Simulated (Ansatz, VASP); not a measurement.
# ZnS in two plane-wave programs, part 2 of 2

Aim: how closely do two programs agree when they are given the same cell, functional and k mesh? Of the first pair: The cell is taken from a series of runs on this material, whose earlier steps may have relaxed, scaled, displaced or heated it; both programs get it as it stands.

VASP 6.6.1 and Ansatz 0.2.0.

So far: Set-up; VASP: relaxation of cell and atoms, PBEsol.

### 3. Ansatz: relaxation of cell and atoms, PBEsol

Level of this step: Ansatz beside VASP: Kohn-Sham DFT, plane waves, PBEsol (Ansatz).

Ansatz runs on its PAW soft_1 files.

The same cell, functional, mesh and smearing now go to Ansatz.

input.yaml

```yaml
crystal:
  lattice:
    - [3.7822096186, 0.0, 0.0]
    - [-1.8911048093, 3.2754896121, 0.0]
    - [0.0, 0.0, 6.2077208574]
  atoms:
    - { symbol: Zn, position: [0.3333333333, 0.6666666667, 1.66609e-05] }
    - { symbol: Zn, position: [0.6666666667, 0.3333333333, 0.5000166609] }
    - { symbol: S, position: [0.6666666667, 0.3333333333, 0.1258590391] }
    - { symbol: S, position: [0.3333333333, 0.6666666667, 0.6258590391] }
kpoints:
  mp_grid: { grid: [8, 8, 5] }
scf:
  occupations: { method: fermi_dirac, width: 0.02 }
hamiltonian:
  xc: pbesol
  pseudopotentials: { kind: paw, azcp: { folder: soft_1 }, xc_functional: pbe }
basis:
  ecutwfc: 600
output:
  forces: true
  stress: true
  write_density: true
  write_potential: true
  elf: true
  volumetric_format: npy
relax:
  f_tol: 0.005
  max_steps: 70
  cell: { stress_tol: 0.02, p_target: 0 }
```

On the command line:

```sh
$ ansatz run input.yaml --threads 4 --pin off --max-ram 10240MiB --backend cpu --events-out ev --progress --plain --runs-dir out
```

Numbers of over 12 decimals in the logs are rounded to 6 here.

What it wrote:

```text
Engine: ansatz 0.2.0, aarch64-unknown-linux-gnu
Pseudopotentials: kind: paw
Pseudopotential: Zn, paw, valence charge 12, recommended cutoff 420 eV (normal), soft_1/Zn.paw.azcp
Pseudopotential: S, paw, valence charge 6, recommended cutoff 420 eV (normal), soft_1/S.paw.azcp
Functional definition: PBEsol
  exchange = pbesol_x
  correlation = pbesol_c
Crystal: 4 atoms, lattice volume = 76.905 Å³
Basis set: ecut = 600 eV, 2551 PW (Γ), exchange–correlation on 64×64×100 points (8 copies of the dense FFT grid, shifted against one another)
Bands: 22, of which v1, the nominal top of the filled ones, is band 18 counted from 1 (17 counted from 0)
Symmetry: 12 space group operations
Space group: P63mc (ITA 186), of the structure as read, at distance tolerance 4.3e-5 Å
k-points: 30 of 320 (time reversal used)
Non-local potential: Zn, projectors of the file, l = 0: 2, l = 1: 2, l = 2: 3, l = 3: 1
Non-local potential: S, projectors of the file, l = 0: 2, l = 1: 2, l = 2: 1
PAW form: soft (Blöchl's): semilocal exchange-correlation on the pseudo side does not see the compensation charge
PAW frozen core: Zn, regenerated for the run's functional, and the local potential with it (the file was generated under x = pbe(κ = 0.804, μ = 0.219515), c = pbe(β = 0.066725))
PAW frozen core: S, regenerated for the run's functional, and the local potential with it (the file was generated under x = pbe(κ = 0.804, μ = 0.219515), c = pbe(β = 0.066725))
PAW one-centre angular grid: Zn, 590 points (default); XC on 64 Gauss nodes
PAW one-centre angular grid: S, 110 points (default); XC on 64 Gauss nodes
Initial density: superposition of atomic densities (chi_scale 0.1, normalization cell, long waves kept (reshape's long-wave potential 0.00 eV rms))
Initial wavefunctions: pseudopotential atomic-orbital guess
Functional: x = pbesol(κ = 0.804, μ = 0.123457), c = pbesol(β = 0.046)
SCF iter   1: F=—  HF=-8335.056688 eV  |F-HF|=—  |Δ(HF+E_count)|=         —  Δρ=3.92e-2  dr2=6.72e-1  ethr=3.10e-3  ⟨swp⟩=7.0  Hψ=3799  notcnv=0
preconditioner: auto → Resta (q_TF=auto, 2.404 Å⁻¹)  ε∞=6.3  [insulator: Δε(μ)=2.353 eV  Ē_g=10.999 eV  σ=0.020 eV  W_gap=1.00  n_scr=22 (ndim 8)  ℏωp=25.4 eV  f_vac=0.004  D(μ)=0.00/eV (n_scr^D=0)  ε∞_Penn≈6.3]
SCF iter   2: F=—  HF=-8334.914340 eV  |F-HF|=—  |Δ(HF+E_count)|=   1.42e-1  Δρ=1.61e-2  dr2=1.50e-1  ethr=1.87e-3  ⟨swp⟩=2.8  Hψ=1471  notcnv=0
SCF iter   3: F=—  HF=-8334.892926 eV  |F-HF|=—  |Δ(HF+E_count)|=   2.14e-2  Δρ=1.02e-2  dr2=5.05e-2  ethr=4.18e-4  ⟨swp⟩=2.0  Hψ=1260  notcnv=0
SCF iter   4: F=—  HF=-8334.877859 eV  |F-HF|=—  |Δ(HF+E_count)|=   1.51e-2  Δρ=3.34e-3  dr2=5.55e-3  ethr=1.40e-4  ⟨swp⟩=2.0  Hψ=1500  notcnv=0
SCF iter   5: F=—  HF=-8334.879648 eV  |F-HF|=—  |Δ(HF+E_count)|=   1.79e-3  Δρ=4.67e-4  dr2=2.30e-4  ethr=1.54e-5  ⟨swp⟩=2.6  Hψ=1264  notcnv=0
SCF iter   6: F=—  HF=-8334.879888 eV  |F-HF|=—  |Δ(HF+E_count)|=   2.40e-4  Δρ=2.86e-4  dr2=6.95e-5  ethr=6.38e-7  ⟨swp⟩=2.6  Hψ=1209  notcnv=0
SCF iter   7: F=—  HF=-8334.879963 eV  |F-HF|=—  |Δ(HF+E_count)|=   7.51e-5  Δρ=8.95e-5  dr2=2.73e-6  ethr=1.93e-7  ⟨swp⟩=2.1  Hψ=1167  notcnv=0
SCF iter   8: F=—  HF=-8334.879967 eV  |F-HF|=—  |Δ(HF+E_count)|=   4.81e-6  Δρ=2.75e-5  dr2=3.19e-7  ethr=7.60e-9  ⟨swp⟩=2.0  Hψ=1164  notcnv=0
SCF iter   9: F=-8334.879968 eV  HF=-8334.879968 eV  |F-HF|=5.05e-9  |Δ(HF+E_count)|=   2.16e-7  Δρ=2.44e-6  dr2=6.28e-9  ethr=2.78e-10  ⟨swp⟩=10.1  Hψ=5375  notcnv=0
SCF 1 converged in 9 iterations: F = -8334.879968 eV  dr2 = 6.28e-9
  greatest PAW one-centre occupation: 0.982 electrons in one spin orbital (limit 2), on the Zn atom at site 1 (counted from 0), in its partial waves of l = 2
relax step   1: F+E_penalty+E_count = -8334.87996764 eV  Δ(F+E_penalty+E_count) = +0.000e0 eV  max|allowed force component| = 5.386e-4 eV/Å  Δτ_max = 0.0000 Å  P = -0.001 GPa  Ω = 76.905 Å³  (9 SCF iters, dr2 threshold 1.00e-7 eV, accepted)
Initial density: handed on by an earlier stage of this run
Initial wavefunctions: pseudopotential atomic-orbital guess (no wavefunctions were taken with the density)
iter 1 solved again at ethr=1.25e-7 eV; its pass at ethr=3.10e-3 eV (dr2=4.50e-5 eV) is discarded
SCF iter   1: F=—  HF=-8334.879967 eV  |F-HF|=—  |Δ(HF+E_count)|=         —  Δρ=4.08e-6  dr2=9.34e-9  ethr=1.25e-7  ⟨swp⟩=4.1  Hψ=6106  notcnv=0
eigensolver tolerance schedule: the retry pair's looser diagonalisation over-reported the residual by 4821.32 of it (diagonalisation noise at 0.24 of the residual, at the tolerance the schedule requests for it); recorded, not acted on — ethr = c·dr2/N_el stays at c = 1.0e-1
preconditioner: auto → Resta (q_TF=auto, 2.404 Å⁻¹)  ε∞=6.7  [insulator: Δε(μ)=2.151 eV  Ē_g=10.672 eV  σ=0.020 eV  W_gap=1.00  n_scr=22 (ndim 8)  ℏωp=25.4 eV  f_vac=0.031  D(μ)=0.00/eV (n_scr^D=0)  ε∞_Penn≈6.7]
SCF iter   2: F=—  HF=-8334.879968 eV  |F-HF|=—  |Δ(HF+E_count)|=   4.74e-7  Δρ=3.99e-6  dr2=8.65e-9  ethr=2.59e-11  ⟨swp⟩=3.8  Hψ=1965  notcnv=0
SCF iter   3: F=—  HF=-8334.879968 eV  |F-HF|=—  |Δ(HF+E_count)|=  7.95e-10  Δρ=1.88e-6  dr2=3.19e-9  ethr=2.40e-11  ⟨swp⟩=2.0  Hψ=956  notcnv=0
SCF iter   4: F=—  HF=-8334.879968 eV  |F-HF|=—  |Δ(HF+E_count)|=   2.87e-9  Δρ=2.16e-6  dr2=1.58e-9  ethr=8.87e-12  ⟨swp⟩=2.0  Hψ=1190  notcnv=0
SCF iter   5: F=—  HF=-8334.879968 eV  |F-HF|=—  |Δ(HF+E_count)|=  1.80e-10  Δρ=1.28e-6  dr2=5.77e-10  ethr=4.40e-12  ⟨swp⟩=1.5  Hψ=800  notcnv=0
SCF iter   6: F=-8334.879968 eV  HF=-8334.879968 eV  |F-HF|=0.00e0  |Δ(HF+E_count)|=  1.09e-10  Δρ=9.79e-8  dr2=5.92e-12  ethr=1.00e-12  ⟨swp⟩=6.3  Hψ=4113  notcnv=0
SCF 2 converged in 6 iterations: F = -8334.879968 eV  dr2 = 5.92e-12
relax step   2: F+E_penalty+E_count = -8334.87996764 eV  Δ(F+E_penalty+E_count) = -1.633e-9 eV  max|allowed force component| = 5.356e-4 eV/Å  Δτ_max = 0.0000 Å  P = -0.001 GPa  Ω = 76.905 Å³  stress off target by 1.76e-3 GPa  SCF on the basis re-selected at this cell (its energy is not comparable with the rows above)  (6 SCF iters)
basis re-selected at this cell: Δ(F+E_penalty+E_count) = -1.633e-9 eV, ΔP = -0.000 GPa vs the last step (what re-selecting the basis moved, of the pressure what is left beyond the Pulay correction that the steps carried, after the strain that the cell walked since its last selection, with what the two solves' SCF thresholds leave and, on support functions, any second-order correction that the steps lacked; it is no m [...]
SCF converged after 6 iterations
Free energy (F): -8334.879968 eV
Harris-Foulkes:  -8334.879968 eV  (|F-HF|=0.00e0)
Internal energy: -8334.879968 eV  (E = F + TS)
E sigma→0 (E₀):  -8334.879968 eV
Fermi energy:    7.110363 eV
--- Per-component energies (eV) ---
  E_band       = 13.536912
  E_kinetic    = 507.355433
  E_local      = -4510.260654  (includes V_loc(G=0)·N_el)
  E_nonlocal   = 1713.012194
  E_hartree    = 1716.197068
  E_xc         = -332.008711
  E_vxc        = -268.511705  (∫ρ·V_xc dr)
  E_paw        = -4905.501601  (= ΣΔE_a)
  E_vpaw       = -860.452349  (= ΣTr[D̂ρ^β])
  E_aug_tail   = 0.000028  (compensation charges beyond the density's cutoff)
  E_ewald      = -2525.392336
  E_core_change = 1.718610  (= ΣΔE_core)
  E_smearing   = -0.000000  (= −TS)
  E_closure    = 0.000000  (closes the sum)
  Σ components = -8334.879968   (vs F -8334.879968, Δ=0.00e0)
--- Forces (eV/Å), atoms counted from 1 ---
  atom   1  Zn     0.00000000    -0.00000000     0.00053567
  atom   2  Zn    -0.00000000     0.00000000     0.00053567
  atom   3  S      0.00000000     0.00000000    -0.00053562
  atom   4  S      0.00000000    -0.00000000    -0.00053562
  max |Σ_I F_I| component: 9.70e-8 eV/Å
--- Stress (GPa, compression-positive) ---
       -0.001764      -0.000000      -0.000000
       -0.000000      -0.001764       0.000000
       -0.000000       0.000000       0.000855
  P = ⅓ Tr σ = -0.0009 GPa (-0.009 kbar)
--- Band table (eV; the first three rows and the last of 30) ---
  k-point 0: bands = [... 14 lower, 5.0900, 5.9382, 6.0275, 6.0275, 8.1789, 9.0437, 12.1997, 12.1997]
  k-point 1: bands = [... 14 lower, 5.1722, 5.1722, 5.9294, 5.9294, 8.8646, 9.1441, 12.2072, 12.2581]
  k-point 2: bands = [... 14 lower, 5.3938, 5.3938, 5.6823, 5.6823, 9.4027, 9.5240, 12.2949, 12.4771]
  k-point 29: bands = [... 14 lower, 2.7475, 3.2770, 4.3685, 4.6094, 10.2998, 10.6425, 11.7665, 12.3842]
--- Relaxed structure (1 steps of the walk, 1 accepted, 1 SCFs on fresh bases) ---
  F+E_penalty+E_count = -8334.87996764 eV   max|allowed force component| = 5.356e-4 eV/Å   (the final SCF, on the basis selected at the relaxed cell)
  cell:  # Å, volume = 76.9049 Å³
    - [3.782210, 0.0, 0.0]
    - [-1.891105, 3.275490, 0.0]
    - [0.0, 0.0, 6.2077208574]
  atoms:
    - { symbol: Zn, position: [0.333333, 0.666667, 1.66609e-5] }
    - { symbol: Zn, position: [0.666667, 0.333333, 0.5000166609] }
    - { symbol: S, position: [0.666667, 0.333333, 0.1258590391] }
    - { symbol: S, position: [0.333333, 0.666667, 0.6258590391] }
```

### 4. Differences

Known differences besides the potentials themselves: the cutoff is 600 eV in Ansatz and 500 eV in VASP; Ansatz makes its cores anew for this functional, VASP keeps those of its PBE data sets; Ansatz adds a Pulay correction to the stress that steers its cell, VASP none. Total energies have different zeros and are not compared.

Both answers:

| quantity | Ansatz | VASP | difference |
| --- | --- | --- | --- |
| volume (Å³) | 76.90 | 77.09 | -0.24 % |
| edge a after relaxation, in the typed setting (Å) | 3.782 | 3.785 | -0.08 % |
| edge c after relaxation, in the typed setting (Å) | 6.208 | 6.213 | -0.09 % |

### 5. Ansatz: relaxation, PBEsol

This run makes the geometry at which the two programs are then compared.

The structure compared here is the end of the Ansatz relaxation.

input.yaml, as its differences from that of step 3:

```diff
@@ -22,6 +22,2 @@
   stress: true
-  write_density: true
-  write_potential: true
-  elf: true
-  volumetric_format: npy
 relax:
@@ -29,2 +25,2 @@
   max_steps: 70
-  cell: { stress_tol: 0.02, p_target: 0 }
+  cell: { stress_tol: 0.02, p_target: 5 }
```

What it wrote:

```text
[...]
Crystal: 4 atoms, lattice volume = 76.905 Å³
Basis set: ecut = 600 eV, 2551 PW (Γ), exchange–correlation on 64×64×100 points (8 copies of the dense FFT grid, shifted against one another)
Bands: 22, of which v1, the nominal top of the filled ones, is band 18 counted from 1 (17 counted from 0)
Symmetry: 12 space group operations
[...]
k-points: 30 of 320 (time reversal used)
[...]
cell:  # Å, volume = 72.7024 Å³
    - [3.709431, 1.3466750695102632e-18, 2.5493922222635165e-18]
    - [-1.854715, 3.212461, -1.2746961111317575e-18]
    - [4.1843041152770365e-18, 0, 6.101039]
  atoms:
    - { symbol: Zn, position: [0.333333, 0.666667, -0.000310665] }
    - { symbol: Zn, position: [0.666667, 0.333333, 0.499689] }
    - { symbol: S, position: [0.666667, 0.333333, 0.126186] }
    - { symbol: S, position: [0.333333, 0.666667, 0.626186] }
[key lines of the parts left out:]
SCF converged after 7 iterations
Free energy (F): -8334.817710 eV
Fermi energy:    8.012426 eV
P = ⅓ Tr σ = 4.9966 GPa (49.966 kbar)
```

### 6. VASP: single point, PBEsol, pair 2

The same cell, functional, mesh and smearing now go to VASP, with its own data sets.

INCAR

```
SYSTEM = ZnS
PREC = Accurate
ENCUT = 500
EDIFF = 1E-06
NELM = 120
ISMEAR = -1
SIGMA = 0.02
LREAL = .FALSE.
ALGO = Normal
GGA = PS
NBANDS = 24
LORBIT = 11
LWAVE = .FALSE.
LCHARG = .FALSE.
ISIF = 2
LASPH = .TRUE.
GGA_COMPAT = .FALSE.
EFERMI = MIDGAP
KPAR = 2
```

POSCAR

```
ZnS
1.0
    3.7094309945      0.0000000000      0.0000000000
   -1.8547154972      3.2124614748      0.0000000000
    0.0000000000      0.0000000000      6.1010388669
Zn S
2 2
Direct
    0.3333333333      0.6666666667      0.9996893348
    0.6666666667      0.3333333333      0.4996893348
    0.6666666667      0.3333333333      0.1261863652
    0.3333333333      0.6666666667      0.6261863652
```

KPOINTS

```
Automatic mesh
0
Gamma
8 8 5
0 0 0
```

The projector-augmented-wave data sets are Zn and S (PBE family, release 64).

On the command line:

```sh
$ mpirun -np 2 vasp_std
```

What it wrote:

```text
[banner, memory and clock lines left out]
running    2 mpi-ranks, on    1 nodes
[...]
[... a notice as in an earlier step ...]

 LDA part: xc-table for (Slater+PW92), standard interpolation
 POSCAR, INCAR and KPOINTS ok, starting setup
[...]
entering main loop
       N       E                     dE             d eps       ncg     rms          rms(c)
DAV:   1     0.231105289814E+03    0.23111E+03   -0.17195E+04  1440   0.181E+03
DAV:   2     0.453455994144E+01   -0.22657E+03   -0.21845E+03  1552   0.359E+02
DAV:   3    -0.155304194979E+02   -0.20065E+02   -0.19965E+02  1800   0.110E+02
DAV:   4    -0.159322550332E+02   -0.40184E+00   -0.40162E+00  1712   0.162E+01
[...]
DAV:  12    -0.150978174668E+02    0.61522E-06   -0.42666E-05  1776   0.998E-02    0.133E-02
DAV:  13    -0.150978197092E+02   -0.22424E-05   -0.69820E-06  1728   0.146E-02    0.412E-03
DAV:  14    -0.150978194354E+02    0.27376E-06   -0.10115E-06  1144   0.971E-03
   1 F= -.15097819E+02 E0= -.15097819E+02  d E =0.000000E+00
```

OUTCAR, selected parts (step 6):

```text
  Total        2.3613970      2.3613970      2.3578580      0.0000000      0.0000000      0.0000000
  in kB       52.0391952     52.0391952     51.9612059      0.0000000      0.0000000      0.0000000
  external PRESSURE =      52.0131988 kB  Pullay stress =       0.0000000 kB

 POSITION                                       TOTAL-FORCE (eV/Angst)
 -----------------------------------------------------------------------------------
     -0.00000      2.14164      6.09914        -0.000000      0.000000     -0.005355
      1.85472      1.07082      3.04862         0.000000     -0.000000     -0.005355
      1.85472      1.07082      0.76987         0.000000      0.000000      0.005355
     -0.00000      2.14164      3.82039         0.000000      0.000000      0.005355
 -----------------------------------------------------------------------------------
    total drift:                                0.000001      0.000001     -0.000439

  FREE ENERGIE OF THE ION-ELECTRON SYSTEM (eV)
  ---------------------------------------------------
  free  energy   TOTEN  =       -15.0978194354 eV

  energy  without entropy=      -15.0978194354  energy(sigma->0) =      -15.09781944

[... 1 part as in an earlier step ...]

[... 2 further parts left out ...]
[key lines of the parts left out:]
E-fermi :   4.0478
```

The run ends at a pressure of 5.20 GPa, with forces up to 0.0054 eV/Å.

### 7. Comparison

What differs besides the data sets and the points named for the pairs above, as far as they apply: Ansatz's pressure holds a Pulay correction, VASP's none. Total energies have different zeros and are not compared.

The two programs side by side:

| quantity | Ansatz | VASP | difference |
| --- | --- | --- | --- |
| pressure (GPa) | 5.00 | 5.20 | -0.20 |
| gap on the k mesh (eV) | 2.396 | 2.411 | -0.015 |

A gap on the mesh is an upper bound, since the band edges may lie between its points.

### 8. Ansatz: relaxation, PBEsol

This run makes the geometry at which the two programs are then compared. The cell compared in this pair holds 81.49 Å³, against 72.70 Å³ for the pair before.

The structure compared here is the end of the Ansatz relaxation.

input.yaml, as its differences from that of step 5:

```diff
@@ -25,2 +25,2 @@
   max_steps: 70
-  cell: { stress_tol: 0.02, p_target: 5 }
+  cell: { stress_tol: 0.02, p_target: -4 }
```

On the command line:

```sh
$ ansatz run input.yaml --threads 4 --pin off --max-ram 10240MiB --backend cpu --events-out ev --progress --plain --runs-dir out
```

What it wrote:

```text
[...]
Crystal: 4 atoms, lattice volume = 76.905 Å³
Basis set: ecut = 600 eV, 2551 PW (Γ), exchange–correlation on 64×64×100 points (8 copies of the dense FFT grid, shifted against one another)
Bands: 22, of which v1, the nominal top of the filled ones, is band 18 counted from 1 (17 counted from 0)
Symmetry: 12 space group operations
[...]
k-points: 30 of 320 (time reversal used)
[...]
cell:  # Å, volume = 81.4916 Å³
    - [3.858098, -1.40421471015661e-18, -2.6895221918102783e-18]
    - [-1.929049, 3.341211, 1.3447610959051405e-18]
    - [-4.41429870109544e-18, 0, 6.321729]
  atoms:
    - { symbol: Zn, position: [0.333333, 0.666667, 0.000350283] }
    - { symbol: Zn, position: [0.666667, 0.333333, 0.500350] }
    - { symbol: S, position: [0.666667, 0.333333, 0.125525] }
    - { symbol: S, position: [0.333333, 0.666667, 0.625525] }
[key lines of the parts left out:]
SCF converged after 6 iterations
Free energy (F): -8334.819607 eV
Fermi energy:    6.234571 eV
P = ⅓ Tr σ = -4.0003 GPa (-40.003 kbar)
```

### 9. VASP: single point, PBEsol, pair 3

The same cell, functional, mesh and smearing now go to VASP, with its own data sets.

INCAR is that of step 6.

POSCAR

```
ZnS
1.0
    3.8580978687      0.0000000000      0.0000000000
   -1.9290489344      3.3412107646      0.0000000000
    0.0000000000      0.0000000000      6.3217286773
Zn S
2 2
Direct
    0.3333333333      0.6666666667      0.0003502835
    0.6666666667      0.3333333333      0.5003502835
    0.6666666667      0.3333333333      0.1255254165
    0.3333333333      0.6666666667      0.6255254165
```

KPOINTS is that of step 6.

On the command line:

```sh
$ mpirun -np 2 vasp_std
```

What it wrote:

```text
[... set-up lines as in an earlier step ...]
 entering main loop
       N       E                     dE             d eps       ncg     rms          rms(c)
DAV:   1     0.226040060510E+03    0.22604E+03   -0.16886E+04  1440   0.174E+03
DAV:   2     0.468168187349E+01   -0.22136E+03   -0.21409E+03  1536   0.353E+02
DAV:   3    -0.155042639267E+02   -0.20186E+02   -0.20078E+02  1800   0.109E+02
DAV:   4    -0.159098623107E+02   -0.40560E+00   -0.40537E+00  1712   0.160E+01
[...]
DAV:  12    -0.151125230842E+02    0.71448E-05   -0.56892E-05  1792   0.156E-01    0.895E-03
DAV:  13    -0.151125250758E+02   -0.19916E-05   -0.67037E-06  1744   0.197E-02    0.266E-03
DAV:  14    -0.151125252324E+02   -0.15662E-06   -0.61654E-07  1192   0.608E-03
   1 F= -.15112525E+02 E0= -.15112525E+02  d E =-.110646E-22
```

From OUTCAR (step 9):

```text
  Total       -1.9553155     -1.9553155     -1.9519926      0.0000000     -0.0000000      0.0000000
  in kB      -38.4427511    -38.4427511    -38.3774211      0.0000000     -0.0000000      0.0000000
  external PRESSURE =     -38.4209744 kB  Pullay stress =       0.0000000 kB

 POSITION                                       TOTAL-FORCE (eV/Angst)
 -----------------------------------------------------------------------------------
     -0.00000      2.22747      0.00221         0.000000     -0.000000     -0.000447
      1.92905      1.11374      3.16308        -0.000000      0.000000     -0.000447
      1.92905      1.11374      0.79354        -0.000000      0.000000      0.000447
     -0.00000      2.22747      3.95440         0.000000     -0.000000      0.000447
 -----------------------------------------------------------------------------------
    total drift:                                0.000000      0.000001      0.000246

  FREE ENERGIE OF THE ION-ELECTRON SYSTEM (eV)
  ---------------------------------------------------
  free  energy   TOTEN  =       -15.1125252324 eV

  energy  without entropy=      -15.1125252324  energy(sigma->0) =      -15.11252523

[... 1 part as in an earlier step ...]

[... 2 further parts left out ...]
[key lines of the parts left out:]
E-fermi :   2.6904
```

The run ends at a pressure of -3.84 GPa, with forces up to 4.5e-4 eV/Å.

### 10. Differences

Both answers:

| quantity | Ansatz | VASP | difference |
| --- | --- | --- | --- |
| pressure (GPa) | -4.00 | -3.84 | -0.16 |
| gap on the k mesh (eV) | 1.904 | 1.909 | -0.006 |

A gap on the mesh is an upper bound, since the band edges may lie between its points.

### 11. What came out

```
difference in volume (relaxation of cell and atoms, PBEsol)    : -0.24 %
difference in gap on the k mesh (single point, PBEsol, pair 2) : -0.015 eV
difference in gap on the k mesh (single point, PBEsol, pair 3) : -0.0055 eV
```

In words: The difference in volume is -0.24 % (relaxation of cell and atoms, PBEsol), within the 1.2 % picked in this series as the mark of a large difference, as far as the stopping tolerances let one tell. 5 further runs of this series are not shown here. Such differences can come from data sets, numerical settings and the points named under the comparisons, not from the functional's error against experiment.

[Lines on the potential files, build, host, timing and source positions are cut from VASP's logs without a mark.]

[Logs are printed without paths, hosts, clocks, repeated set-up lines and the standing remarks that a program may print on its own settings, such as how far it seeks lower states.]

[Hosts, paths, dates, database ids (printed as entryN), source tags and the programs' standing remarks are cut or masked in the printed files.]
